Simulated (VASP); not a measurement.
Wanted: the native input for a VASP 6.6.1 run.

```yaml
Task: single point
Functional: PBE
Potentials_or_basis: VASP PAW PBE potentials, release 64 (Sc_sv)
Cutoff: 500 eV
k_mesh: 9 × 9 × 2
Occupations: gaussian, width 0.1 eV
Spin: no spin polarisation
Further_INCAR_settings: ALGO = Normal; EDIFF = 1e-06; NBANDS = 42
```

The structure of Sc lies in POSCAR:

```
Sc
1.0
    3.2463827195      0.0000000000      0.0000000000
   -1.6231913597      2.8114499055      0.0000000000
    0.0000000000      0.0000000000     16.3469753200
Sc
6
Direct
    0.5200554400      0.5200554400      0.6666666667
    0.0000000000      0.5200554400      0.8333333333
    0.4799445600      0.4799445600      0.1666666667
    0.0000000000      0.4799445600      0.3333333333
    0.4799445600      0.0000000000      0.0000000000
    0.5200554400      0.0000000000      0.5000000000
```

This isn't the form of Sc at room conditions, which is hcp.

One way to write it, as run:

INCAR

```
PREC = Accurate
ENCUT = 500
EDIFF = 1E-6
ISMEAR = 0
SIGMA = 0.1
LREAL = F
LASPH = T
NELM = 80
ALGO = Normal
ISIF = 2
LWAVE = F
LCHARG = F
GGA = PE
NBANDS = 42
```

KPOINTS

```
regular mesh
0
Gamma
  9 9 2
```

Potentials or basis: VASP PAW PBE potentials, release 64 (Sc_sv).

Launch:

```sh
$ cat potpaw_PBE.64/Sc_sv/POTCAR > POTCAR
$ mpirun -np 1 vasp_std > vasp.out
```

Results of the run:

```
Pressure               : -0.2 GPa
Largest force          : 0.048 eV/Å
Band gap on the k mesh : none (metal or under the smearing width)
```

It took 96 s on 1 thread of AMD EPYC 9R45 (Zen 5) (shared host), peak memory 0.25 GiB.
